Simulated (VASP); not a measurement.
# CdS (F-43m) in VASP: notebook

The runs below take CdS through G0W0 quasiparticle levels, band structure, with PBE.

All numbers are computed with VASP 6.6.1; they aren't measurements. Logs are shortened: lines on timing, memory, paths and dates and some standing lists are left out, and cuts for length are marked.

## (1) Starting point

The structure is cubic, space group F-43m (No. 216). Conventional cell: a = 5.938 Å, b = 5.938 Å, c = 5.938 Å, α = 90.00°, β = 90.00°, γ = 90.00°. Cd (site symmetry -43m) has 4 S at 2.57 Å as nearest neighbours. Around S (site symmetry -43m) lie 4 Cd at 2.57 Å.

## (2) G0W0 quasiparticle levels, PBE

POSCAR

```
CdS                                     
1.0
    0.0000000000      2.9687775098      2.9687775098
    2.9687775098     -0.0000000000      2.9687775098
    2.9687775098      2.9687775098     -0.0000000000
  Cd              S             
     1     1
Direct
     0.0000000000000000    1.0000000000000000    0.0000000000000000
     0.2500000000000000    0.2500000000000000    0.2500000000000000
```

INCAR.step1

```
ALGO     = Normal         # electronic algorithm
EDIFF    = 1E-8           # SCF threshold, eV
ENCUT    = 420            # plane-wave cutoff, eV
GGA      = PE             # functional
ISMEAR   = 0              # smearing method
KPAR     = 4            
LASPH    = True           # aspherical terms in the spheres
LCHARG   = False          # write CHGCAR
LREAL    = False          # projectors in reciprocal space
LWAVE    = True           # write WAVECAR
NELM     = 60             # most SCF steps
PREC     = Accurate       # precision mode
SIGMA    = 0.01           # smearing width, eV
```

INCAR.step2

```
ALGO     = Exact          # electronic algorithm
EDIFF    = 1E-8           # SCF threshold, eV
ENCUT    = 420            # plane-wave cutoff, eV
GGA      = PE             # functional
ISMEAR   = 0              # smearing method
ISTART   = 1            
KPAR     = 4            
LASPH    = True           # aspherical terms in the spheres
LCHARG   = False          # write CHGCAR
LOPTICS  = True           # frequency-dependent dielectric function
LREAL    = False          # projectors in reciprocal space
LWAVE    = True           # write WAVECAR
NBANDS   = 149            # bands
NELM     = 1              # most SCF steps
PREC     = Accurate       # precision mode
SIGMA    = 0.01           # smearing width, eV
```

INCAR.step3

```
ALGO     = EVGW0          # electronic algorithm
EDIFF    = 1E-8           # SCF threshold, eV
ENCUT    = 420            # plane-wave cutoff, eV
ENCUTGW  = 140            # cutoff of the response function
GGA      = PE             # functional
ISMEAR   = 0              # smearing method
ISTART   = 1            
KPAR     = 4            
LASPH    = True           # aspherical terms in the spheres
LCHARG   = False          # write CHGCAR
LREAL    = False          # projectors in reciprocal space
LWAVE    = False          # write WAVECAR
NBANDS   = 149            # bands
NBANDSGW = 17           
NELMGW   = 1            
NOMEGA   = 60             # frequency points
PREC     = Accurate       # precision mode
PRECFOCK = Fast         
SIGMA    = 0.01           # smearing width, eV
```

KPOINTS

```
k-points
0
Gamma
  6 6 6
```

Potentials or basis: VASP PAW PBE potentials, release 64 (Cd_GW, S_GW).

Command:

```
> cat potpaw_PBE.64/Cd_GW/POTCAR potpaw_PBE.64/S_GW/POTCAR > POTCAR
> cp INCAR.step1 INCAR
> mpirun -np 4 vasp_std > vasp.out
> cp INCAR.step2 INCAR
> mpirun -np 4 vasp_std > vasp.out
> cp INCAR.step3 INCAR
> mpirun -np 4 vasp_std > vasp.out
```

OUTCAR:

```text
EDIFF = 1E-8
   ENCUT = 420
   ENCUTGW = 140
   GGA = PE
   ISMEAR = 0
   ISTART = 1
   LASPH = True
   LREAL = False
   NELMGW = 1
   PREC = Accurate
   PRECFOCK = Fast

 ion  position               nearest neighbor table
   1  0.000  0.000  0.000-   2 2.57   2 2.57   2 2.57   2 2.57
   2  0.250  0.250  0.250-   1 2.57   1 2.57   1 2.57   1 2.57

  LATTYP: Found a face centered cubic cell.
 ALAT       =     5.9375550196

  Lattice vectors:

 A1 = (   0.0000000000,   2.9687775098,   2.9687775098)
 A2 = (   2.9687775098,   0.0000000000,   2.9687775098)
 A3 = (   2.9687775098,   2.9687775098,   0.0000000000)

Analysis of symmetry for initial positions (statically):
=====================================================================
 Subroutine PRICEL returns:
 Original cell was already a primitive cell.

 Routine SETGRP: Setting up the symmetry group for a
 face centered cubic supercell.

 Subroutine GETGRP returns: Found 24 space group operations
 (whereof 24 operations were pure point group operations)
 out of a pool of 48 trial point group operations.

The static configuration has the point symmetry T_d .

Analysis of symmetry for dynamics (positions and initial velocities):
=====================================================================
 Subroutine PRICEL returns:
 Original cell was already a primitive cell.

 Routine SETGRP: Setting up the symmetry group for a
 face centered cubic supercell.

 Subroutine GETGRP returns: Found 24 space group operations
 (whereof 24 operations were pure point group operations)
 out of a pool of 48 trial point group operations.

The dynamic configuration has the point symmetry T_d .

 Subroutine INISYM returns: Found 24 space group operations
 (whereof 24 operations are pure point group operations),
 and found     1 'primitive' translations

----------------------------------------------------------------------------------------

                                     Primitive cell

  volume of cell :      52.3315

  direct lattice vectors                    reciprocal lattice vectors
     0.000000000  2.968777510  2.968777510    -0.168419492  0.168419492  0.168419492
     2.968777510  0.000000000  2.968777510     0.168419492 -0.168419492  0.168419492
     2.968777510  2.968777510  0.000000000     0.168419492  0.168419492 -0.168419492

  length of vectors
     4.198485418  4.198485418  4.198485418     0.291711117  0.291711117  0.291711117

  position of ions in fractional coordinates (direct lattice)
     0.000000000  0.000000000  0.000000000
     0.250000000  0.250000000  0.250000000

  ion indices of the primitive-cell ions
   primitive index   ion index
                 1           1
                 2           2

----------------------------------------------------------------------------------------

 KPOINTS: k-points

Automatic generation of k-mesh.
 Grid dimensions read from file:
 generate k-points for:    6    6    6

 Generating k-lattice:

  Cartesian coordinates                     Fractional coordinates (reciprocal lattice)
    -0.028069915  0.028069915  0.028069915     0.166666667  0.000000000  0.000000000
     0.028069915 -0.028069915  0.028069915     0.000000000  0.166666667  0.000000000
     0.028069915  0.028069915 -0.028069915     0.000000000  0.000000000  0.166666667

  Length of vectors
     0.048618520  0.048618520  0.048618520

  Shift w.r.t. Gamma in fractional coordinates (k-lattice)
     0.000000000  0.000000000  0.000000000

 Subroutine IBZKPT returns following result:
 ===========================================

 Found     16 irreducible k-points:

 Following reciprocal coordinates:
            Coordinates               Weight
  0.000000  0.000000  0.000000      1.000000
  0.166667  0.000000  0.000000      8.000000
  0.333333  0.000000  0.000000      8.000000
  0.500000  0.000000  0.000000      4.000000
  0.166667  0.166667  0.000000      6.000000
  0.333333  0.166667  0.000000     24.000000
[... 8 lines left out ...]
 -0.333333  0.333333  0.166667     24.000000
 -0.333333  0.500000  0.166667     12.000000
   k-points           NKPTS =     16   k-points in BZ     NKDIM =    216   number of bands    NBANDS=    149
   number of dos      NEDOS =    301   number of ions     NIONS =      2
   total plane-waves  NPLWV =  21952
   dimension x,y,z NGX =    28 NGY =   28 NGZ =   28
   dimension x,y,z NGXF=    56 NGYF=   56 NGZF=   56
   ions per type =               1   1
   NGX,Y,Z   is equivalent  to a cutoff of  11.09, 11.09, 11.09 a.u.
   NGXF,Y,Z  is equivalent  to a cutoff of  22.17, 22.17, 22.17 a.u.
 SYSTEM =  unknown system
   PREC   = accura    normal or accurate (medium, high low for compatibility)
   ISTART =      1    job   : 0-new  1-cont  2-samecut
   ICHARG =      0    charge: 1-file 2-atom 10-const
   ISPIN  =      1    spin polarized calculation?
   LNONCOLLINEAR =      F non collinear calculations
   LSORBIT =      F    spin-orbit coupling
   LASPH  =      T    aspherical Exc in radial PAW
   ENCUT  =  420.0 eV  30.87 Ry    5.56 a.u.   7.02  7.02  7.02*2*pi/ulx,y,z
   NELM   =     60;   NELMIN=  2; NELMDL=  0     # of ELM steps
   EDIFF  = 0.1E-07   stopping-criterion for ELM
   LREAL  =      F    real-space projection
   EDIFFG = 0.1E-06   stopping-criterion for IOM
   NSW    =      0    number of steps for IOM
   IBRION =     -1    ionic relax: 0-MD 1-quasi-New 2-CG
   NFREE  =      0    steps in history (QN), initial steepest desc. (CG)
   ISIF   =      0    stress and relaxation
   ISYM   =      3    0-nonsym 1-usesym 2-fastsym
   POTIM  = 0.5000    time-step for ionic-motion
   TEBEG  =    0.0;   TEEND  =   0.0 temperature during run
   PSTRESS=    0.0 pullay stress
   NELECT =      18.0000    total number of electrons
   NUPDOWN=      -1.0000    fix difference up-down
   EMIN   =  10.00;   EMAX   =-10.00  energy-range for DOS
   EFERMI =   0.00;   METHOD = LEGACY
   ISMEAR =     0;   SIGMA  =   0.01  broadening in eV -4-tet -1-fermi 0-gaus
   EFERMI_NEDOS =   21; number of points for ismear=-14 and -15
   IALGO  =     38    algorithm
   IMIX   =      4    mixing-type and parameters
     AMIX     =   0.40;   BMIX     =  1.00
     AMIX_MAG =   1.60;   BMIX_MAG =  1.00
  volume/ion in A,a.u.               =      26.17       176.58
  Fermi-wavevector in a.u.,A,eV,Ry     =   1.147039  2.167589 17.901151  1.315697
  Thomas-Fermi vector in A             =   2.283720
   LORBIT       =      0    0 simple, 1 ext, 2 COOP (PROOUT), +10 PAW based schemes
   GGA     = PE    functional components
   LHFCALC =     T    Hartree Fock is set to
   PRECFOCK=fast      Normal, Fast or Accurate (Low or Medium for compatibility)
   ENCUT4O =  -1.0   cutoff for four orbital integrals eV
   NKREDX  =     1    reduce k-point grid by
   NKREDY  =     1    reduce k-point grid by
   NKREDZ  =     1    reduce k-point grid by
   AEXX    =    1.0000 exact exchange contribution
   HFSCREEN=    0.0000 screening length (either q_TF or 0.3 A-1)
   HFSCREENC=   0.0000 screening length for correlation (either q_TF or 0.3 A-1)
   ENCUTFOCK=  -1.0 apply spherical cutoff to Coloumb kernel
   IVDW    =     0    specifies the selected vdW correction
   LEPSILON=     F    determine dielectric tensor
   LRPA    =     F    only Hartree local field effects (RPA)
   LRPAFORCE           =     F    calculate RPA forces
   ENCUTGW             = 140.0    cutoff for response function in eV
   ENCUTGWSOFT         = 112.0    soft cutoff for Coulomb kernel in GW response function in eV
   ENCUTLF             =  -1.0    cutoff for local field effects
   NELMGW              =     1    number of iterations in solving QP/BSE equation
   NELMHF              =     1    number of iterations in the inner HF iteration
   NKREDLFX            =     1    NKREDLFY  =   1   NKREDLFZ  =   1
 non-spin polarized calculation
 Gauss-broadening in eV      SIGMA  =   0.01
  energy-cutoff  :      420.00
  volume of cell :       52.33
 maximum number of plane-waves:      1034
  NGX = 16; NGY = 16; NGZ = 16
   NGX = 13   NGY = 13   NGZ = 13
 maximum number of plane-waves:       210

 QP shifts <psi_nk| G(iteration)W_0 |psi_nk>: iteration 1
 for sc-GW calculations column KS-energies equals QP-energies in previous step
 and V_xc(KS)=  KS-energies - (<T + V_ion + V_H > + <T+V_H+V_ion>^1  + <V_x>^1)

 k-point   1 :       0.0000    0.0000    0.0000
  band No.  KS-energies  QP-energies   sigma(KS)   V_xc(KS)     V^pw_x(r,r')   Z            occupation Imag(sigma)

      1      -9.9133     -10.2706     -13.5816     -12.9936     -20.8530       0.6077       2.0000       1.0032
      2      -5.4083      -7.2318     -17.8147     -15.1862     -22.9261       0.6937       2.0000       0.2558
      3      -5.4083      -7.2318     -17.8147     -15.1862     -22.9261       0.6937       2.0000       0.2558
      4      -5.4083      -7.2318     -17.8147     -15.1862     -22.9261       0.6937       2.0000       0.2558
      5      -4.9980      -6.9549     -18.2694     -15.4962     -23.2329       0.7057       2.0000       0.2045
      6      -4.9980      -6.9549     -18.2694     -15.4962     -23.2329       0.7057       2.0000       0.2045
[... 9 lines left out ...]
     16      13.4510      13.9152      -9.8480     -10.4715      -4.7900       0.7445       0.0000      -0.2400
     17      15.2771      15.1769      -7.1750      -7.0439      -2.0390       0.7638       0.0000      -0.4304

 k-point   2 :       0.1667    0.0000    0.0000
  band No.  KS-energies  QP-energies   sigma(KS)   V_xc(KS)     V^pw_x(r,r')   Z            occupation Imag(sigma)

      1      -9.8188     -10.1940     -13.7249     -13.1147     -20.9494       0.6149       2.0000       0.9935
      2      -5.3758      -7.2061     -17.8519     -15.2180     -22.9589       0.6949       2.0000       0.2550
      3      -5.3758      -7.2061     -17.8519     -15.2180     -22.9589       0.6949       2.0000       0.2550
      4      -5.3138      -7.1282     -17.7090     -15.1041     -22.7899       0.6965       2.0000       0.2606
      5      -4.9986      -6.9513     -18.2644     -15.4924     -23.2304       0.7045       2.0000       0.2053
      6      -4.9986      -6.9513     -18.2644     -15.4924     -23.2304       0.7045       2.0000       0.2053
[... 9 lines left out ...]
     16      13.7870      13.6797      -7.1445      -7.0045      -2.0606       0.7666       0.0000      -0.3389
     17      15.2738      15.3021      -7.8160      -7.8526      -2.4351       0.7722       0.0000      -0.4721

 k-point   3 :       0.3333    0.0000    0.0000
  band No.  KS-energies  QP-energies   sigma(KS)   V_xc(KS)     V^pw_x(r,r')   Z            occupation Imag(sigma)
[... 253 lines left out ...]
      1      -9.4479      -9.8999     -14.3693     -13.6625     -21.4264       0.6397       2.0000       0.9456
      2      -5.2398      -7.1137     -17.9500     -15.2770     -23.0104       0.7011       2.0000       0.2460
      3      -5.2042      -7.0746     -18.0301     -15.3605     -23.1043       0.7006       2.0000       0.2480
      4      -5.0313      -6.9754     -18.2114     -15.4553     -23.2002       0.7054       2.0000       0.2168
      5      -4.9812      -6.9314     -18.2636     -15.4987     -23.2418       0.7054       2.0000       0.2099
      6      -4.5117      -6.3285     -18.1893     -15.6177     -23.1765       0.7065       2.0000       0.2455
[... 9 lines left out ...]
     16      15.0754      15.6221     -10.2609     -10.9955      -4.6262       0.7442       0.0000      -0.4614
     17      16.5973      16.8667      -9.0686      -9.4254      -3.3418       0.7551       0.0000      -0.5809

 k-point  16 :      -0.3333    0.5000    0.1667
  band No.  KS-energies  QP-energies   sigma(KS)   V_xc(KS)     V^pw_x(r,r')   Z            occupation Imag(sigma)

      1      -9.4185      -9.8810     -14.4245     -13.7078     -21.4675       0.6453       2.0000       0.9444
      2      -5.2040      -7.0777     -17.8707     -15.2026     -22.8956       0.7022       2.0000       0.2428
      3      -5.1754      -7.0688     -18.1206     -15.4252     -23.1944       0.7025       2.0000       0.2439
      4      -5.0629      -6.9855     -18.1981     -15.4683     -23.2171       0.7043       2.0000       0.2282
      5      -4.9614      -6.9209     -18.2928     -15.5239     -23.2698       0.7077       2.0000       0.2083
      6      -4.4860      -6.2944     -18.1575     -15.5980     -23.1411       0.7065       2.0000       0.2453
[... 9 lines left out ...]
     16      15.1112      15.3696      -9.1785      -9.5209      -3.7632       0.7547       0.0000      -0.4451
     17      15.2009      15.7177     -10.0664     -10.7595      -4.4751       0.7456       0.0000      -0.4531
```

It took 2.8 min on 4 MPI ranks of Intel Xeon 6975P-C (Granite Rapids), shared host; peak memory 0.92 GiB.

Results:

| Item | Value |
| --- | --- |
| Band gap on the k mesh, mean-field level | 1.02 eV, direct |
| Quasiparticle gap | 1.84 eV |
| Least direct quasiparticle gap | 1.84 eV |

Caveat: bands, screening cutoff and mesh are small and nothing is extrapolated, so the quasiparticle values aren't converged.

## (3) Band structure, PBE

POSCAR is that of step 2.

INCAR.step1

```
PREC = Accurate ; ENCUT = 420
EDIFF = 1E-7 ; ISMEAR = 0
SIGMA = 0.02 ; LREAL = False
LASPH = True ; NELM = 60
ALGO = Normal ; ISIF = 2
LWAVE = False ; LCHARG = True
GGA = PE ; NBANDS = 16
KPAR = 4
```

KPOINTS.step1

```
regular mesh
0
Gamma
  10 10 10
```

INCAR.step2

```
PREC = Accurate ; ENCUT = 420
EDIFF = 1E-7 ; ISMEAR = 0
SIGMA = 0.05 ; LREAL = False
LASPH = True ; NELM = 60
ALGO = Normal ; ISIF = 2
LWAVE = False ; LCHARG = False
GGA = PE ; NBANDS = 16
KPAR = 4 ; ICHARG = 11
```

KPOINTS.step2

```
path GXWKGLUWLK,UX
20
line-mode
reciprocal
 0.0000000000  0.0000000000  0.0000000000  G
 0.5000000000  0.0000000000  0.5000000000  X

 0.5000000000  0.0000000000  0.5000000000  X
 0.5000000000  0.2500000000  0.7500000000  W

 0.5000000000  0.2500000000  0.7500000000  W
 0.3750000000  0.3750000000  0.7500000000  K

 0.3750000000  0.3750000000  0.7500000000  K
 0.0000000000  0.0000000000  0.0000000000  G

 0.0000000000  0.0000000000  0.0000000000  G
 0.5000000000  0.5000000000  0.5000000000  L

 0.5000000000  0.5000000000  0.5000000000  L
 0.6250000000  0.2500000000  0.6250000000  U

 0.6250000000  0.2500000000  0.6250000000  U
 0.5000000000  0.2500000000  0.7500000000  W

 0.5000000000  0.2500000000  0.7500000000  W
 0.5000000000  0.5000000000  0.5000000000  L

 0.5000000000  0.5000000000  0.5000000000  L
 0.3750000000  0.3750000000  0.7500000000  K

 0.6250000000  0.2500000000  0.6250000000  U
 0.5000000000  0.0000000000  0.5000000000  X
```

Potentials or basis: VASP PAW PBE potentials, release 64 (Cd_GW, S_GW).

Command:

```
> cat potpaw_PBE.64/Cd_GW/POTCAR potpaw_PBE.64/S_GW/POTCAR > POTCAR
> cp INCAR.step1 INCAR
> cp KPOINTS.step1 KPOINTS
> mpirun -np 4 vasp_std > vasp.out
> cp INCAR.step2 INCAR
> cp KPOINTS.step2 KPOINTS
> mpirun -np 4 vasp_std > vasp.out
```

It took 16 s on 4 MPI ranks of Intel Xeon 6975P-C (Granite Rapids), shared host; peak memory 0.27 GiB.

Results (log left out):

| Quantity | Value |
| --- | --- |
| Band gap on the k mesh | 1.03 eV, direct |
| Band gap along the path | 1.03 eV, direct |

Levels at the corners of the path, in eV from the valence-band top:
```csv
point,band 5,band 6,band 7,band 8,band 9,band 10,band 11,band 12,band 13,band 14
Γ,-7.14,-7.14,0.00,0.00,0.00,1.03,6.53,6.53,6.53,11.14
X,-7.06,-6.74,-3.72,-1.70,-1.70,3.64,4.27,8.98,10.45,10.45
X,-7.06,-6.74,-3.72,-1.70,-1.70,3.64,4.27,8.98,10.45,10.45
W,-7.13,-6.59,-3.65,-2.04,-2.00,5.19,5.44,7.12,8.04,10.73
W,-7.13,-6.59,-3.65,-2.04,-2.00,5.19,5.44,7.12,8.04,10.73
K,-7.10,-6.64,-3.68,-2.30,-1.38,4.23,5.32,8.36,8.89,9.33
K,-7.10,-6.64,-3.68,-2.30,-1.38,4.23,5.32,8.36,8.89,9.33
Γ,-7.14,-7.14,0.00,0.00,0.00,1.03,6.53,6.53,6.53,11.14
Γ,-7.14,-7.14,0.00,0.00,0.00,1.03,6.53,6.53,6.53,11.14
L,-7.10,-6.80,-4.08,-0.68,-0.68,2.93,6.99,6.99,7.29,10.88
L,-7.10,-6.80,-4.08,-0.68,-0.68,2.93,6.99,6.99,7.29,10.88
U,-7.10,-6.64,-3.68,-2.30,-1.38,4.23,5.32,8.36,8.89,9.33
U,-7.10,-6.64,-3.68,-2.30,-1.38,4.23,5.32,8.36,8.89,9.33
W,-7.13,-6.59,-3.65,-2.04,-2.00,5.19,5.44,7.12,8.04,10.73
W,-7.13,-6.59,-3.65,-2.04,-2.00,5.19,5.44,7.12,8.04,10.73
L,-7.10,-6.80,-4.08,-0.68,-0.68,2.93,6.99,6.99,7.29,10.88
L,-7.10,-6.80,-4.08,-0.68,-0.68,2.93,6.99,6.99,7.29,10.88
K,-7.10,-6.64,-3.68,-2.30,-1.38,4.23,5.32,8.36,8.89,9.33
U,-7.10,-6.64,-3.68,-2.30,-1.38,4.23,5.32,8.36,8.89,9.33
X,-7.06,-6.74,-3.72,-1.70,-1.70,3.64,4.27,8.98,10.45,10.45
```

Caveat: the log is that of the step along the path at fixed density, whose energy, stress, charges and moments have no meaning.
